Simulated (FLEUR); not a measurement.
Runs of FLEUR MaX-R8.1 (later development tree) on BP. The structure is cubic, space group F-43m (No. 216). The conventional cell has a = 4.538 Å, b = 4.538 Å, c = 4.538 Å, α = 90.00°, β = 90.00°, γ = 90.00°. P (site symmetry -43m) has 4 B at 1.97 Å as nearest neighbours. Around B (site symmetry -43m) lie 4 P at 1.97 Å. 

```tsv
task	level	gmax	muffin-tin radii	lnonsphr	max iterations	mixing factor	kmax	gap on the mesh (eV)	V0 of scaled cells (Å³/atom)	B0 (GPa)
band structure	PBEsol	16.5 1/bohr	P 1.84, B 1.6 bohr	P 8, B 8	60	0.05	5.33 1/bohr	1.14	-	-
equation of state	RPBE	17 1/bohr	P 1.79, B 1.55 bohr	-	-	-	5.47 1/bohr	-	11.96	156
equation of state	LDA	17 1/bohr	P 1.79, B 1.55 bohr	P 8, B 8	-	-	5.47 1/bohr	-	11.31	176
equation of state	PBE	14.4 1/bohr	P 1.79, B 1.55 bohr	-	-	-	4.64 1/bohr	-	11.76	162
band structure	revPBE	14 1/bohr	P 1.84, B 1.6 bohr	-	60	0.05	4.51 1/bohr	1.26	-	-
band structure	RPBE	16.5 1/bohr	P 1.84, B 1.6 bohr	-	60	0.05	5.33 1/bohr	1.41	-	-
single point	PBEsol	17 1/bohr	P 1.79, B 1.55 bohr	P 8, B 8	60	0.05	5.47 1/bohr	1.14	-	-
equation of state	r2SCAN	17 1/bohr	P 1.79, B 1.55 bohr	P 8, B 8	-	-	5.47 1/bohr	-	11.67	169
band structure	r2SCAN	16.5 1/bohr	P 1.84, B 1.6 bohr	P 8, B 8	80	0.05	5.33 1/bohr	(a)	-	-
equation of state	revPBE	14.4 1/bohr	P 1.79, B 1.55 bohr	-	-	-	4.64 1/bohr	-	(b)	157
band structure	LDA	16.5 1/bohr	P 1.84, B 1.6 bohr	P 8, B 8	60	0.05	5.33 1/bohr	1.19	-	-
equation of state	PBEsol	17 1/bohr	P 1.79, B 1.55 bohr	P 8, B 8	-	-	5.47 1/bohr	-	11.54	169
```

Alike in all rows: potentials or basis all-electron, FLAPW; no spin polarisation; cell as given; k mesh 10 × 10 × 10; smearing fermi-dirac 0.05 eV.

**Question.** Fill in the values left out.

**Answer.** (a) 1.42; (b) 11.92.

Caveats: the plane-wave cutoff is short for the semicore states, which can make moduli rough (some runs); the meta-GGA is that of a development version, with a GGA for the radial functions and cores and without core tails (some runs).

A k mesh can miss the band edges.

Not every run made on this cell is shown here.
